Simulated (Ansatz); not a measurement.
# BaTiO3: response to strain

BaTiO3 is deformed so: zz strain of -3 %. What stress and forces result, by LAPW, PAW and all-electron datasets made for the crystal?

Method: DFT PBE, scalar-relativistic, in Ansatz 0.2.0.

## (1) The structure to begin with

The structure is cubic, space group Pm-3m (No. 221). Conventional cell: a = 4.007 Å, b = 4.007 Å, c = 4.007 Å, α = 90.00°, β = 90.00°, γ = 90.00°. Around Ba (site symmetry m-3m) lie 12 O at 2.83 Å. Around Ti (site symmetry m-3m) lie 6 O at 2.00 Å. Around O (site symmetry 4/mmm) lie 2 Ti at 2.00 Å and 4 Ba at 2.83 Å.

As a file:

```cif
data_structure
_symmetry_space_group_name_H-M 'P 1'
_symmetry_Int_Tables_number 1
_cell_length_a 4.0073
_cell_length_b 4.0073
_cell_length_c 4.0073
_cell_angle_alpha 90.000
_cell_angle_beta 90.000
_cell_angle_gamma 90.000
_cell_volume 64.35
loop_
_atom_site_label
_atom_site_type_symbol
_atom_site_fract_x
_atom_site_fract_y
_atom_site_fract_z
_atom_site_occupancy
Ba1 Ba 0.50000 0.50000 0.50000 1
Ti1 Ti 0.00000 0.00000 0.00000 1
O1 O 0.50000 0.00000 0.00000 1
O2 O 0.00000 0.50000 0.00000 1
O3 O 0.00000 0.00000 0.50000 1
```

Atoms are numbered in the order of the input: Ba1, Ti2, O3, O4, O5.

## (2) After the deformation

Space group Pm-3m before, P4/mmm after.

## (3) All-electron LAPW

The input, input.yaml:

```yaml
crystal:
  lattice:
    - [4.0073, 0.0, 0.0]
    - [0.0, 4.0073, 0.0]
    - [0.0, 0.0, 3.887081]
  atoms:
    - { symbol: Ba, position: [0.5, 0.5, 0.5] }
    - { symbol: Ti, position: [0.0, 0.0, 0.0] }
    - { symbol: O, position: [0.5, 0.0, 0.0] }
    - { symbol: O, position: [0.0, 0.5, 0.0] }
    - { symbol: O, position: [0.0, 0.0, 0.5] }
kpoints:
  mp_grid: { grid: [8, 8, 8] }
  band_path:
    path:
      - [0.0, 0.0, 0.0]
      - [0.0, 0.5, 0.0]
      - [0.5, 0.5, 0.0]
      - [0.0, 0.0, 0.0]
      - [0.0, 0.0, 0.5]
      - [0.0, 0.5, 0.5]
      - [0.5, 0.5, 0.5]
      - [0.0, 0.0, 0.5]
      - [0.0, 0.5, 0.0]
    npoints: 5
scf:
  occupations: { method: fermi_dirac, width: 0.05 }
hamiltonian:
  xc: pbe
  pseudopotentials: { kind: all_electron, lapw: { basis_error: 0.001 } }
output:
  forces: true
  stress: true
  eigenvalues: true
```

The run is started by

```
$ ansatz run input.yaml --threads 2 --pin off --max-ram 6144MiB --backend cpu --events-out ev --progress --plain --runs-dir out
```

## (4) Frozen-core PAW

The input, input.yaml:

```yaml
crystal:
  lattice:
    - [4.0073, 0.0, 0.0]
    - [0.0, 4.0073, 0.0]
    - [0.0, 0.0, 3.887081]
  atoms:
    - { symbol: Ba, position: [0.5, 0.5, 0.5] }
    - { symbol: Ti, position: [0.0, 0.0, 0.0] }
    - { symbol: O, position: [0.5, 0.0, 0.0] }
    - { symbol: O, position: [0.0, 0.5, 0.0] }
    - { symbol: O, position: [0.0, 0.0, 0.5] }
kpoints:
  mp_grid: { grid: [8, 8, 8] }
scf:
  occupations: { method: fermi_dirac, width: 0.05 }
hamiltonian:
  xc: pbe
  pseudopotentials: { kind: paw }
output:
  forces: true
  stress: true
  eigenvalues: true
  efg: { contact_densities: true }
  write_density: true
  write_potential: true
  elf: true
  volumetric_format: npy
```

## (5) All-electron PAW on datasets made for the crystal

input.yaml, as its differences from that of step 4:

```diff
@@ -17,3 +17,3 @@
   xc: pbe
-  pseudopotentials: { kind: paw }
+  pseudopotentials: { kind: all_electron, datasets: crystal }
 output:
@@ -23,5 +23 @@
   efg: { contact_densities: true }
-  write_density: true
-  write_potential: true
-  elf: true
-  volumetric_format: npy
```

(Steps that only read results are left out.)

What does the calculation give? Wanted: pressure; largest shear or deviatoric stress.

As calculated:

| quantity | value |
| --- | --- |
| pressure | LAPW 7.26, PAW 7.26, crystal datasets 7.26 GPa |
| largest shear or deviatoric stress (LAPW) | 4.55 GPa |

What this shows: The largest part of the stress beyond the pressure is 4.55 GPa in size, in the zz component; the atoms are carried along and not relaxed. No run of the undeformed cell stands beside it, so the pressure holds what the given cell had before the change. PAW: stress within 0.01 GPa of LAPW. Crystal datasets: stress within 0.01 GPa of LAPW. Spin-orbit coupling is left out, though the cell holds Ba; in elements this heavy it can shift bands and gaps by tenths of an eV.
